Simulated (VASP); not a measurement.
Set up this calculation in VASP 6.6.1, as the native input.

| Item | Value |
| --- | --- |
| Task | single point |
| Functional | PBE |
| Potentials or basis | VASP PAW PBE potentials, release 64 (Ag, I) |
| Cutoff | 520 eV |
| k mesh | 6 × 6 × 6 |
| Occupations | fermi-dirac, width 0.02 eV |
| Spin | no spin polarisation |
| Dipole correction | no |
| Further INCAR settings | ALGO = Fast; EDIFF = 1e-07; NBANDS = 16 |

The structure of AgI lies in POSCAR:

```
AgI
1.0
    0.0000000000      3.2885749266      3.2885749266
    3.2885749266      0.0000000000      3.2885749266
    3.2885749266      3.2885749266      0.0000000000
Ag I
1 1
Direct
    0.0000000000      0.0000000000      0.0000000000
    0.2500000000      0.2500000000      0.2500000000
```

The cell was built by a generator and needn't be a form met in nature.

These files were run (other wordings do the same):

INCAR

```
ALGO     = Fast           # electronic algorithm
EDIFF    = 1E-7           # SCF threshold, eV
ENCUT    = 520            # plane-wave cutoff, eV
GGA      = PE             # functional
ISIF     = 2              # what is computed and relaxed
ISMEAR   = -1             # smearing method
LASPH    = T              # aspherical terms in the spheres
LCHARG   = T              # write CHGCAR
LELF     = T              # ELF
LREAL    = F              # projectors in reciprocal space
LVHAR    = T            
LWAVE    = F              # write WAVECAR
NBANDS   = 16             # bands
NELM     = 100            # most SCF steps
PREC     = Accurate       # precision mode
SIGMA    = 0.02           # smearing width, eV
```

KPOINTS

```
k-points
0
Gamma
  6 6 6
```

Potentials or basis: VASP PAW PBE potentials, release 64 (Ag, I).

Command:

```console
$ cat potpaw_PBE.64/Ag/POTCAR potpaw_PBE.64/I/POTCAR > POTCAR
$ mpirun -np 1 vasp_std > vasp.out
```

Results of the run:

* Pressure: 0.6 GPa
* Band gap on the k mesh: 1.34 eV, direct

Caveat: spin-orbit coupling is left out, which moves the levels of the heavy elements.

Run time: 33 s on 1 thread of AMD EPYC 7R13 Processor (Zen 3), with other jobs on the host, peak memory 0.16 GiB.
